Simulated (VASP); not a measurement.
Wanted: the native input for a VASP 6.6.1 run.

| Item | Value |
| --- | --- |
| Task | single point |
| Functional | PBE |
| Potentials or basis | VASP PAW PBE potentials, release 64 (Be) |
| Cutoff | 520 eV |
| k mesh | 20 × 20 × 20 |
| Occupations | gaussian, width 0.02 eV |
| Spin | no spin polarisation |
| Dipole correction | no |
| Further INCAR settings | ALGO = Fast; EDIFF = 1e-07; NBANDS = 7 |

The structure of Be lies in POSCAR:

```
Be
1.0
    0.0000000000      1.5779135939      1.5779135939
    1.5779135939      0.0000000000      1.5779135939
    1.5779135939      1.5779135939      0.0000000000
Be
1
Direct
    0.0000000000      0.0000000000      0.0000000000
```

The cell was built by a generator and needn't be a form met in nature.

The cell isn't the ideal one: the structure that the rattled cell fell into.

The input as run:

INCAR

```
SYSTEM = Be
PREC     = Accurate       ! precision mode
ENCUT    = 520            ! plane-wave cutoff, eV
EDIFF    = 1E-7           ! SCF threshold, eV
ISMEAR   = 0              ! smearing method
SIGMA    = 0.02           ! smearing width, eV
LREAL    = .FALSE.        ! projectors in reciprocal space
LASPH    = .TRUE.         ! aspherical terms in the spheres
NELM     = 100            ! most SCF steps
ALGO     = Fast           ! electronic algorithm
ISIF     = 2              ! what is computed and relaxed
LWAVE    = .FALSE.        ! write WAVECAR
LCHARG   = .FALSE.        ! write CHGCAR
GGA      = PE             ! functional
NBANDS   = 7              ! bands
```

KPOINTS

```
regular mesh
0
G
  20 20 20
  0 0 0
```

Potentials or basis: VASP PAW PBE potentials, release 64 (Be).

The run is started by

```console
$ cat potpaw_PBE.64/Be/POTCAR > POTCAR
$ mpirun -np 1 vasp_std > vasp.out
```

It gave:

* Pressure: 0.1 GPa
* Band gap on the k mesh: none (metal or under the smearing width)

It took 8.4 s on 1 thread of Intel(R) Xeon(R) Platinum 8488C (Sapphire Rapids) (shared host), peak memory 0.12 GiB.
